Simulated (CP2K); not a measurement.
Crystal: Pt.

```
Pt
1.0
     2.76067    0.00000    0.00000
    -1.38033    2.39081    0.00000
     0.00000    0.00000    4.79213
Pt
2
Direct
  0.33333 0.66667 0.25000
  0.66667 0.33333 0.75000
```

This isn't the form of Pt at room conditions, which is fcc.

Base run:

```yaml
Program: CP2K 2026.2
Functional: PBE
Potentials_or_basis: POTENTIAL_UZH Pt GTH-PBE-q18; TZVP-MOLOPT-PBE-GTH basis
Density_cutoff: 9184 eV
k_mesh: 11 × 11 × 6
Occupations: fermi-dirac, width 0.05 eV
Spin: no spin polarisation
```

Its results: band gap on the k mesh none (metal or under the smearing width); pressure -0.8 GPa.

The run is repeated on the same cell with these changes: functional from PBE to PBEsol. What comes out?

Band gap on the k mesh none (metal or under the smearing width); pressure -10.5 GPa.

PBEsol binds more tightly than PBE, so the same cell stands under less pressure.

Caveats: spin-orbit coupling is left out, which moves the levels of the heavy elements; the basis of atomic orbitals isn't converged, which shifts pressures, moduli and gaps; the potentials were made for another functional, which shifts forces and pressure (some runs).
